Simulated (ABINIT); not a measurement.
## Os: single point with r2SCAN

The system is Os.

```
CELL_PARAMETERS angstrom
2.73410 0.00000 0.00000
-1.36705 2.36780 0.00000
0.00000 0.00000 4.31970
ATOMIC_POSITIONS crystal
Os 0.66667 0.33333 0.75000
Os 0.33333 0.66667 0.25000
```

```yaml
Program: ABINIT 10.8.3 (patched build)
Task: single point
Functional: r2SCAN
Potentials_or_basis: SG15 NC PBE v1.2
Cutoff: 980 eV
k_mesh: 11 × 11 × 6
Occupations: fermi-dirac, width 0.05 eV
Spin: no spin polarisation
```

```yaml
Pressure: 1.4 GPa
Band_gap_on_the_k_mesh: none (metal or under the smearing width)
Valence_electrons_inside_the_program's_atomic_spheres: Os 12.24 (radii [1.0584] Å)
```

Stress tensor (GPa, compression positive):
```
1.54 0.00 0.00
0.00 1.54 0.00
0.00 0.00 1.19
```

Levels at points of the mesh, in eV from the Fermi level:
| k point | band 14 | band 15 | band 16 | band 17 | band 18 | band 19 |
| --- | --- | --- | --- | --- | --- | --- |
| (0.00, 0.00, 0.00) | -2.26 | -2.26 | -1.59 | -1.59 | -0.09 | 1.84 |
| (0.00, 0.00, 0.50) | -3.35 | -3.35 | -3.35 | 1.01 | 1.01 | 1.01 |

Wall time 36 s on 4 MPI ranks on Intel(R) Xeon(R) 6975P-C (Granite Rapids) (shared host), peak memory 0.32 GiB a rank.

Caveat: the potentials were made for another functional, which shifts forces and pressure. Spin-orbit coupling is left out, which matters for the levels of Os.
